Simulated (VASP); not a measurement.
Here is a VASP 6.6.1 calculation.

The input POSCAR:

```
SnSe2
1.0
    0.0000000000      3.4068553671      3.4068553671
    3.4068553671      0.0000000000      3.4068553671
    3.4068553671      3.4068553671      0.0000000000
Sn Se
1 2
Direct
    0.0000000000      0.0000000000      0.0000000000
    0.2500000000      0.2500000000      0.2500000000
    0.7500000000      0.7500000000      0.7500000000
```

INCAR.step1

```
SYSTEM = SnSe2
  PREC = Accurate
  ENCUT = 520
  ISMEAR = -1
  SIGMA = 0.02
  LREAL = .FALSE.
  LASPH = .TRUE.
  NELM = 100
  NBANDS = 20
  GGA = PE
  ALGO = Normal
  EDIFF = 1E-4
  LWAVE = .TRUE.
  LCHARG = .FALSE.
```

INCAR.step2

```
SYSTEM = SnSe2
  PREC = Accurate
  ENCUT = 520
  EDIFF = 1E-6
  ISMEAR = -1
  SIGMA = 0.02
  LREAL = .FALSE.
  LASPH = .TRUE.
  NELM = 100
  ALGO = Normal
  ISIF = 2
  LWAVE = .FALSE.
  LCHARG = .TRUE.
  METAGGA = R2SCAN
  LMIXTAU = .TRUE.
  LELF = .TRUE.
  LVHAR = .TRUE.
  NBANDS = 20
  ISTART = 1
```

Contents of KPOINTS:

```
regular mesh
0
G
  6 6 6
  0 0 0
```

Potentials or basis: VASP PAW PBE potentials, release 64 (Sn_d, Se).

Launch:

```console
$ cat potpaw_PBE.64/Sn_d/POTCAR potpaw_PBE.64/Se/POTCAR > POTCAR
$ cp INCAR.step1 INCAR
$ mpirun -np 1 vasp_std > vasp.out
$ cp INCAR.step2 INCAR
$ mpirun -np 1 vasp_std > vasp.out
```

Task: Estimate the band gap on the k mesh.

Result: None (metal or under the smearing width).

Task: Estimate the pressure.

Result: 0.0 GPa.

Caveat: the PAW data sets were made with another functional, which shifts forces and pressure a little.
